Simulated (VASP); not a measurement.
# Au (Pm-3m) in VASP: further runs

The runs below take Au through single point, relaxation of cell and atoms, with PBE.

Everything below comes from runs of VASP 6.6.1. Logs are shortened: lines on timing, memory, paths and dates and some standing lists are left out, and cuts for length are marked.

### Step 1. The cell of the first run

Symmetry: Pm-3m, No. 221, cubic system. Conventional cell: a = 2.748 Å, b = 2.748 Å, c = 2.748 Å, α = 90.00°, β = 90.00°, γ = 90.00°. Around Au (site symmetry m-3m) lie 6 Au at 2.75 Å.

This isn't the form of Au at room conditions, which is fcc.

### Step 2. Single point, PBE (cell and atoms relaxed from a first guess)

File INCAR:

```
SYSTEM = Au
PREC = Accurate
ENCUT = 520
EDIFF = 1E-6
ISMEAR = -1
SIGMA = 0.08
LREAL = .FALSE.
LASPH = .TRUE.
NELM = 80
ALGO = Fast
ISIF = 2
LWAVE = .FALSE.
LCHARG = .FALSE.
GGA = PE
NBANDS = 12
```

File KPOINTS:

```
regular mesh
0
G
  12 12 12
  0 0 0
```

File POSCAR:

```
Au
1.0
    2.7478366896      0.0000000000      0.0000000000
    0.0000000000      2.7478366896      0.0000000000
    0.0000000000      0.0000000000      2.7478366896
Au
1
Direct
    0.0000000000      0.0000000000      0.0000000000
```

Potentials or basis: VASP PAW PBE potentials, release 64 (Au).

Run with:

```sh
cat potpaw_PBE.64/Au/POTCAR > POTCAR
mpirun -np 1 vasp_std > vasp.out
```

OUTCAR:

```text
SYSTEM = Au
   PREC = Accurate
   ENCUT = 520
   EDIFF = 1E-6
   ISMEAR = -1
   LREAL = .FALSE.
   LASPH = .TRUE.
   NELM = 80
   ISIF = 2
   GGA = PE

 ion  position               nearest neighbor table
   1  0.000  0.000  0.000-

  LATTYP: Found a simple cubic cell.
 ALAT       =     2.7478366896

  Lattice vectors:

 A1 = (   2.7478366896,   0.0000000000,   0.0000000000)
 A2 = (   0.0000000000,   2.7478366896,   0.0000000000)
 A3 = (   0.0000000000,   0.0000000000,   2.7478366896)

Analysis of symmetry for initial positions (statically):
=====================================================================
 Subroutine PRICEL returns:
 Original cell was already a primitive cell.

 Routine SETGRP: Setting up the symmetry group for a
 simple cubic supercell.

 Subroutine GETGRP returns: Found 48 space group operations
 (whereof 48 operations were pure point group operations)
 out of a pool of 48 trial point group operations.

The static configuration has the point symmetry O_h .

Analysis of symmetry for dynamics (positions and initial velocities):
=====================================================================
 Subroutine PRICEL returns:
 Original cell was already a primitive cell.

 Routine SETGRP: Setting up the symmetry group for a
 simple cubic supercell.

 Subroutine GETGRP returns: Found 48 space group operations
 (whereof 48 operations were pure point group operations)
 out of a pool of 48 trial point group operations.

The dynamic configuration has the point symmetry O_h .

 Subroutine INISYM returns: Found 48 space group operations
 (whereof 48 operations are pure point group operations),
 and found     1 'primitive' translations

----------------------------------------------------------------------------------------

                                     Primitive cell

  volume of cell :      20.7478

  direct lattice vectors                    reciprocal lattice vectors
     2.747836690  0.000000000  0.000000000     0.363922646  0.000000000  0.000000000
     0.000000000  2.747836690  0.000000000     0.000000000  0.363922646  0.000000000
     0.000000000  0.000000000  2.747836690     0.000000000  0.000000000  0.363922646

  length of vectors
     2.747836690  2.747836690  2.747836690     0.363922646  0.363922646  0.363922646

  position of ions in fractional coordinates (direct lattice)
     0.000000000  0.000000000  0.000000000

  ion indices of the primitive-cell ions
   primitive index   ion index
                 1           1

----------------------------------------------------------------------------------------

 KPOINTS: regular mesh

Automatic generation of k-mesh.
 Grid dimensions read from file:
 generate k-points for:   12   12   12

 Generating k-lattice:

  Cartesian coordinates                     Fractional coordinates (reciprocal lattice)
     0.030326887  0.000000000  0.000000000     0.083333333  0.000000000  0.000000000
     0.000000000  0.030326887  0.000000000     0.000000000  0.083333333  0.000000000
     0.000000000  0.000000000  0.030326887     0.000000000  0.000000000  0.083333333

  Length of vectors
     0.030326887  0.030326887  0.030326887

  Shift w.r.t. Gamma in fractional coordinates (k-lattice)
     0.000000000  0.000000000  0.000000000

 Subroutine IBZKPT returns following result:
 ===========================================

 Found     84 irreducible k-points:

 Following reciprocal coordinates:
            Coordinates               Weight
  0.000000  0.000000  0.000000      1.000000
  0.083333  0.000000  0.000000      6.000000
  0.166667  0.000000  0.000000      6.000000
  0.250000  0.000000  0.000000      6.000000
  0.333333  0.000000  0.000000      6.000000
  0.416667  0.000000  0.000000      6.000000
[... 16 lines left out ...]
  0.333333  0.333333  0.000000     12.000000
  0.416667  0.333333  0.000000     24.000000
 [... further k-points ...]
   k-points           NKPTS =     84   k-points in BZ     NKDIM =     84   number of bands    NBANDS=     12
   number of dos      NEDOS =    301   number of ions     NIONS =      1
   total plane-waves  NPLWV =   8000
   dimension x,y,z NGX =    20 NGY =   20 NGZ =   20
   dimension x,y,z NGXF=    40 NGYF=   40 NGZF=   40
   ions per type =               1
   NGX,Y,Z   is equivalent  to a cutoff of  12.10, 12.10, 12.10 a.u.
   NGXF,Y,Z  is equivalent  to a cutoff of  24.20, 24.20, 24.20 a.u.
 SYSTEM =  Au
   PREC   = accura    normal or accurate (medium, high low for compatibility)
   ISTART =      0    job   : 0-new  1-cont  2-samecut
   ICHARG =      2    charge: 1-file 2-atom 10-const
   ISPIN  =      1    spin polarized calculation?
   LNONCOLLINEAR =      F non collinear calculations
   LSORBIT =      F    spin-orbit coupling
   LASPH  =      T    aspherical Exc in radial PAW
   ENCUT  =  520.0 eV  38.22 Ry    6.18 a.u.   5.11  5.11  5.11*2*pi/ulx,y,z
   NELM   =     80;   NELMIN=  2; NELMDL= -5     # of ELM steps
   EDIFF  = 0.1E-05   stopping-criterion for ELM
   LREAL  =      F    real-space projection
   EDIFFG = 0.1E-04   stopping-criterion for IOM
   NSW    =      0    number of steps for IOM
   IBRION =     -1    ionic relax: 0-MD 1-quasi-New 2-CG
   NFREE  =      0    steps in history (QN), initial steepest desc. (CG)
   ISIF   =      2    stress and relaxation
   ISYM   =      2    0-nonsym 1-usesym 2-fastsym
   POTIM  = 0.5000    time-step for ionic-motion
   TEBEG  =    0.0;   TEEND  =   0.0 temperature during run
   PSTRESS=    0.0 pullay stress
   NELECT =      11.0000    total number of electrons
   NUPDOWN=      -1.0000    fix difference up-down
   EMIN   =  10.00;   EMAX   =-10.00  energy-range for DOS
   EFERMI =   0.00;   METHOD = LEGACY
   ISMEAR =    -1;   SIGMA  =   0.08  broadening in eV -4-tet -1-fermi 0-gaus
   EFERMI_NEDOS =   21; number of points for ismear=-14 and -15
   IALGO  =     68    algorithm
   IMIX   =      4    mixing-type and parameters
     AMIX     =   0.40;   BMIX     =  1.00
     AMIX_MAG =   1.60;   BMIX_MAG =  1.00
  volume/ion in A,a.u.               =      20.75       140.01
  Fermi-wavevector in a.u.,A,eV,Ry     =   1.324997  2.503881 23.886611  1.755616
  Thomas-Fermi vector in A             =   2.454490
   LORBIT       =      0    0 simple, 1 ext, 2 COOP (PROOUT), +10 PAW based schemes
   GGA     = PE    functional components
   LHFCALC =     F    Hartree Fock is set to
   AEXX    =    0.0000 exact exchange contribution
   IVDW    =     0    specifies the selected vdW correction
   LEPSILON=     F    determine dielectric tensor
   LRPA    =     F    only Hartree local field effects (RPA)
 non-spin polarized calculation
 RMM-DIIS sequential band-by-band and
  energy-cutoff  :      520.00
  volume of cell :       20.75
 maximum number of plane-waves:       587
   NGX = 11   NGY = 11   NGZ = 11

 number of electron      10.9999996 magnetization

 Free energy of the ion-electron system (eV)
  ---------------------------------------------------
  ext. energy  EPLUGINS =         0.00000000
  ---------------------------------------------------
  free energy    TOTEN  =        -3.02411103 eV

  energy without entropy =       -3.01720222  energy(sigma->0) =       -3.02065663

 E-fermi :   6.2894     XC(G=0): -11.4289

 val. band max:        6.2777668455   @ k =   0.5000   0.0833   0.0000
 cond. band min:       6.3426391651   @ k =   0.4167   0.1667   0.1667
 fundamental gap:      0.0648723196
 Fermi energy:         6.2894222101

 k-point     1 :       0.0000    0.0000    0.0000
  band No.  band energies     occupation
      1      -1.4724      2.00000
      2       0.6725      2.00000
      3       0.6725      2.00000
      4       4.8356      2.00000
      5       4.8356      2.00000
      6       4.8356      2.00000
      7      20.1215      0.00000
      8      20.1215      0.00000
      9      20.1215      0.00000
     10      24.9300      0.00000
     11      27.3654      0.00000
     12      27.3654      0.00000

 k-point     2 :       0.0833    0.0000    0.0000
  band No.  band energies     occupation
      1      -1.3054      2.00000
      2       0.6978      2.00000
      3       0.8043      2.00000
      4       4.7259      2.00000
      5       4.7259      2.00000
      6       4.8445      2.00000
      7      18.8046      0.00000
      8      20.3957      0.00000
      9      20.3957      0.00000
     10      25.5940      0.00000
     11      26.8236      0.00000
     12      28.2347      0.00000

 k-point     3 :       0.1667    0.0000    0.0000
  band No.  band energies     occupation
      1      -0.8629      2.00000
      2       0.7674      2.00000
      3       1.2321      2.00000
      4       4.4389      2.00000
      5       4.4389      2.00000
      6       4.8688      2.00000
      7      16.4336      0.00000
      8      21.1621      0.00000
      9      21.1621      0.00000
     10      25.6648      0.00000
     11      25.9550      0.00000
     12      30.8278      0.00000
[... 286 lines left out ...]
 k-point    23 :       0.3333    0.3333    0.0000
  band No.  band energies     occupation
      1       1.0613      2.00000
      2       1.5636      2.00000
      3       3.7629      2.00000
      4       3.8681      2.00000
      5       3.9416      2.00000
      6       5.2140      2.00000
      7      13.0763      0.00000
      8      15.3512      0.00000
      9      21.5974      0.00000
     10      26.1414      0.00000
     11      27.3184      0.00000
     12      28.5585      0.00000

 k-point    24 :       0.4167    0.3333    0.0000
  band No.  band energies     occupation
      1       1.1760      2.00000
      2       1.3212      2.00000
      3       3.6800      2.00000
      4       3.9491      2.00000
      5       4.1706      2.00000
      6       6.8532      0.00174
      7      11.2250      0.00000
      8      15.8278      0.00000
      9      20.0104      0.00000
     10      25.8617      0.00000
     11      28.2637      0.00000
     12      28.5059      0.00000

 [... further k-points ...]
[... 5 lines left out ...]
  --------------------------------------------------------------------------------------
  -------------------------------------------------------------------------------------
  Total       -0.0240792     -0.0240792     -0.0240792      0.0000000      0.0000000     -0.0000000
  in kB       -1.8594269     -1.8594269     -1.8594269      0.0000000      0.0000000     -0.0000000
  external PRESSURE =      -1.8594269 kB  Pullay stress =       0.0000000 kB

 VOLUME and BASIS-vectors are now :
 -----------------------------------------------------------------------------
  energy-cutoff  :      520.00
  volume of cell :       20.75
      direct lattice vectors                 reciprocal lattice vectors
     2.747836690  0.000000000  0.000000000     0.363922646  0.000000000  0.000000000
     0.000000000  2.747836690  0.000000000     0.000000000  0.363922646  0.000000000
     0.000000000  0.000000000  2.747836690     0.000000000  0.000000000  0.363922646

 POSITION                                       TOTAL-FORCE (eV/Angst)
 -----------------------------------------------------------------------------------
      0.00000      0.00000      0.00000         0.000000      0.000000      0.000000
 -----------------------------------------------------------------------------------
    total drift:                               -0.000000      0.000000     -0.000000

  FREE ENERGIE OF THE ION-ELECTRON SYSTEM (eV)
  ---------------------------------------------------
  free  energy   TOTEN  =        -3.0241110326 eV

  energy  without entropy=       -3.0172022239  energy(sigma->0) =       -3.02065663
```

Run time: 9.1 s. Hardware: 1 thread of AMD EPYC 9R45 (Zen 5), shared host; peak memory 0.1 GiB.

Results:

```yaml
Free_energy: -3.0241 eV
Pressure: -0.2 GPa
Band_gap_on_the_k_mesh: none (metal or under the smearing width)
```

Spin-orbit coupling is left out, which matters for the levels of Au.

### Step 3. Relaxation of cell and atoms, PBE (cell and atoms relaxed from a first guess)

File INCAR:

```
SYSTEM = Au
ALGO = Normal ; EDIFF = 1E-6
EDIFFG = -0.005 ; ENCUT = 600
GGA = PE ; IBRION = 2
ISIF = 3 ; ISMEAR = -1
LASPH = .True. ; LCHARG = .False.
LREAL = .False. ; LWAVE = .False.
NELM = 60 ; NSW = 100
PREC = Accurate ; SIGMA = 0.08
```

File KPOINTS:

```
k-points
0
Gamma
  12 12 12
  0 0 0
```

File POSCAR:

```
Au
1.0
    2.7829062760      0.0000000000      0.0000000000
    0.0000000000      2.7829062760      0.0000000000
    0.0000000000      0.0000000000      2.7829062760
Au
1
Direct
    0.0000000000      0.0000000000      0.0000000000
```

Potentials or basis: VASP PAW PBE potentials, release 64 (Au).

Run with:

```sh
cat potpaw_PBE.64/Au/POTCAR > POTCAR
mpirun -np 1 vasp_std > vasp.out
```

OUTCAR:

```text
SYSTEM = Au
   EDIFF = 1E-6
   EDIFFG = -0.005
   ENCUT = 600
   GGA = PE
   IBRION = 2
   ISIF = 3
   ISMEAR = -1
   LASPH = .True.
   LREAL = .False.
   NELM = 60
   NSW = 100
   PREC = Accurate

 ion  position               nearest neighbor table
   1  0.000  0.000  0.000-

  LATTYP: Found a simple cubic cell.
 ALAT       =     2.7829062760

  Lattice vectors:

 A1 = (   2.7829062760,   0.0000000000,   0.0000000000)
 A2 = (   0.0000000000,   2.7829062760,   0.0000000000)
 A3 = (   0.0000000000,   0.0000000000,   2.7829062760)

Analysis of symmetry for initial positions (statically):
=====================================================================
 Subroutine PRICEL returns:
 Original cell was already a primitive cell.

 Routine SETGRP: Setting up the symmetry group for a
 simple cubic supercell.

 Subroutine GETGRP returns: Found 48 space group operations
 (whereof 48 operations were pure point group operations)
 out of a pool of 48 trial point group operations.

The static configuration has the point symmetry O_h .

Analysis of symmetry for dynamics (positions and initial velocities):
=====================================================================
 Subroutine PRICEL returns:
 Original cell was already a primitive cell.

 Routine SETGRP: Setting up the symmetry group for a
 simple cubic supercell.

 Subroutine GETGRP returns: Found 48 space group operations
 (whereof 48 operations were pure point group operations)
 out of a pool of 48 trial point group operations.

The dynamic configuration has the point symmetry O_h .

 Subroutine INISYM returns: Found 48 space group operations
 (whereof 48 operations are pure point group operations),
 and found     1 'primitive' translations

----------------------------------------------------------------------------------------
[... 120 lines left out ...]
   LEPSILON=     F    determine dielectric tensor
   LRPA    =     F    only Hartree local field effects (RPA)
 conjugate gradient relaxation of ions
 non-spin polarized calculation
  energy-cutoff  :      600.00
  volume of cell :       21.55
 maximum number of plane-waves:       739
 NGX is ok and might be reduce to    24
   NGX = 11   NGY = 11   NGZ = 11

--------------------------------------- Ionic step        1  -------------------------------------------

 number of electron      10.9999999 magnetization

 Free energy of the ion-electron system (eV)
  ---------------------------------------------------
  ext. energy  EPLUGINS =         0.00000000
  ---------------------------------------------------
  free energy    TOTEN  =        -3.01453357 eV

  energy without entropy =       -3.00773772  energy(sigma->0) =       -3.01113564

------------------------ aborting loop because EDIFF is reached ----------------------------------------

  FORCE on cell =-STRESS in cart. coord.  units (eV):
  Direction    XX          YY          ZZ          XY          YZ          ZX
  --------------------------------------------------------------------------------------
  -------------------------------------------------------------------------------------
  Total       -0.4895613     -0.4895613     -0.4895613      0.0000000      0.0000000      0.0000000
  in kB      -36.3933402    -36.3933402    -36.3933402      0.0000000      0.0000000      0.0000000
  external PRESSURE =     -36.3933402 kB  Pullay stress =       0.0000000 kB
[... 57 lines left out ...]
--------------------------------------- Ionic step        3  -------------------------------------------

 number of electron      11.0000001 magnetization

 Free energy of the ion-electron system (eV)
  ---------------------------------------------------
  ext. energy  EPLUGINS =         0.00000000
  ---------------------------------------------------
  free energy    TOTEN  =        -3.02427459 eV

  energy without entropy =       -3.01736571  energy(sigma->0) =       -3.02082015

 E-fermi :   6.2974     XC(G=0): -11.4326

 val. band max:        6.2839393589   @ k =   0.5000   0.0833   0.0000
 cond. band min:       6.3509292922   @ k =   0.4167   0.1667   0.1667
 fundamental gap:      0.0669899333
 Fermi energy:         6.2973833877

 k-point     1 :       0.0000    0.0000    0.0000
  band No.  band energies     occupation
      1      -1.4694      2.00000
      2       0.6762      2.00000
      3       0.6762      2.00000
      4       4.8438      2.00000
      5       4.8438      2.00000
      6       4.8438      2.00000
      7      20.1335      0.00000
      8      20.1335      0.00000
      9      20.1335      0.00000
[... 265 lines left out ...]
 k-point    24 :       0.4167    0.3333    0.0000
  band No.  band energies     occupation
      1       1.1802      2.00000
      2       1.3253      2.00000
      3       3.6868      2.00000
      4       3.9562      2.00000
      5       4.1777      2.00000
      6       6.8614      0.00173
      7      11.2350      0.00000
      8      15.8410      0.00000
      9      20.0232      0.00000

 [... further k-points ...]
[... 5 lines left out ...]
  --------------------------------------------------------------------------------------
  -------------------------------------------------------------------------------------
  Total       -0.0018453     -0.0018453     -0.0018453     -0.0000000     -0.0000000     -0.0000000
  in kB       -0.1425851     -0.1425851     -0.1425851     -0.0000000     -0.0000000     -0.0000000
  external PRESSURE =      -0.1425851 kB  Pullay stress =       0.0000000 kB
[... 16 lines left out ...]
  FREE ENERGIE OF THE ION-ELECTRON SYSTEM (eV)
  ---------------------------------------------------
  free  energy   TOTEN  =        -3.0242745949 eV

  energy  without entropy=       -3.0173657107  energy(sigma->0) =       -3.02082015

 reached required accuracy - stopping structural energy minimisation
```

CONTCAR:

```text
Au
   1.00000000000000
     2.7472480987235568   -0.0000000000000000    0.0000000000000000
     0.0000000000000000    2.7472480987235568    0.0000000000000000
    -0.0000000000000000    0.0000000000000000    2.7472480987235568
  Au
     1
Direct
     0.0000000000000000    0.0000000000000000    0.0000000000000000

  0.00000000E+00  0.00000000E+00  0.00000000E+00
```

Run time: 20 s. Hardware: 1 thread of AMD EPYC 9R45 (Zen 5), shared host; peak memory 0.13 GiB.

What came out:

```yaml
Free_energy: -3.0243 eV
Relaxed_volume: 20.73 Å³/atom
Relaxed_cell: a = 2.747 Å, b = 2.747 Å, c = 2.747 Å, α = 90.00°, β = 90.00°, γ = 90.00°
Space_group_after_relaxing_to_0.05_Å: Pm-3m (No. 221)
Energy_gained_by_relaxing: 9.7 meV/atom
Ionic_steps: 3
Pressure_after_relaxing: 0.0 GPa
Band_gap_on_the_k_mesh: none (metal or under the smearing width)
```

The path:
```csv
step,energy change (eV),largest force (eV/Å),pressure (GPa),volume (Å³)
1,0.0000,0.0000,-3.64,21.55
2,-0.0021,0.0000,3.78,20.06
3,-0.0097,0.0000,-0.01,20.73
```

Final structure:
```
CELL_PARAMETERS angstrom
2.74725 0.00000 0.00000
0.00000 2.74725 0.00000
0.00000 0.00000 2.74725
ATOMIC_POSITIONS crystal
Au 0.00000 0.00000 0.00000
```

The run has no spin-orbit coupling, so splittings on Au are missing.
